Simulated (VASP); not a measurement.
Write the native input for VASP 6.6.1 that does the following.

```yaml
Task: relaxation of shape and atoms at fixed volume
Functional: PBEsol
Potentials_or_basis: VASP PAW PBE potentials, release 64 (Te)
Cutoff: 600 eV
k_mesh: 9 × 9 × 6
Occupations: gaussian, width 0.03 eV
Spin: no spin polarisation
Further_INCAR_settings: ALGO = Normal; EDIFF = 1e-07; IBRION = 2; EDIFFG = -0.01; NSW = 40; ISIF = 4
```

The structure of Te lies in POSCAR:

```
Te                                      
1.0
    4.3716538716      0.0000000000     -0.0000000000
   -2.1858269358      3.7859633094      0.0000000000
    0.0000000000      0.0000000000      6.0407777685
  Te            
     3
Direct
     0.2845285603111652    0.0000000000000000    0.3333333332999970
     0.0000000000000000    0.2845285603111652    0.6666666667000030
     0.7154714396888349    0.7154714396888349    1.0000000000000000
```

The cell isn't the ideal one: a relaxed cell with its volume scaled by 1.04.

These files were run (other wordings do the same):

INCAR

```
SYSTEM = Te
ALGO     = Normal         ! electronic algorithm
EDIFF    = 1E-7           ! SCF threshold, eV
EDIFFG   = -0.01          ! ionic threshold
ENCUT    = 600            ! plane-wave cutoff, eV
GGA      = PS             ! functional
IBRION   = 2              ! ionic algorithm
ISIF     = 4              ! what is computed and relaxed
ISMEAR   = 0              ! smearing method
LASPH    = .True.         ! aspherical terms in the spheres
LCHARG   = .False.        ! write CHGCAR
LREAL    = .False.        ! projectors in reciprocal space
LWAVE    = .False.        ! write WAVECAR
NELM     = 80             ! most SCF steps
NSW      = 40             ! ionic steps
PREC     = Accurate       ! precision mode
SIGMA    = 0.03           ! smearing width, eV
```

KPOINTS

```
k-points
0
Gamma
  9 9 6
  0 0 0
```

Potentials or basis: VASP PAW PBE potentials, release 64 (Te).

Command:

```sh
$ cat potpaw_PBE.64/Te/POTCAR > POTCAR
$ mpirun -np 1 vasp_std > vasp.out
```

Results of the run:

```json
{"Energy gained by relaxing": "3.5 meV/atom", "Ionic steps": "6", "Pressure after relaxing": "-1.1 GPa", "Band gap on the k mesh": "0.07 eV, direct"}
```

Caveat: the PAW data sets were made with another functional, which shifts forces and pressure a little; spin-orbit coupling is left out, which moves the levels of the heavy elements; an odd mesh through Γ misses points on the zone boundary, where band edges often lie.

It took 4.1 min on 1 thread of Intel(R) Xeon(R) Platinum 8259CL CPU @ 2.50GHz (Skylake/Cascade Lake), on a shared host, peak memory 0.28 GiB.
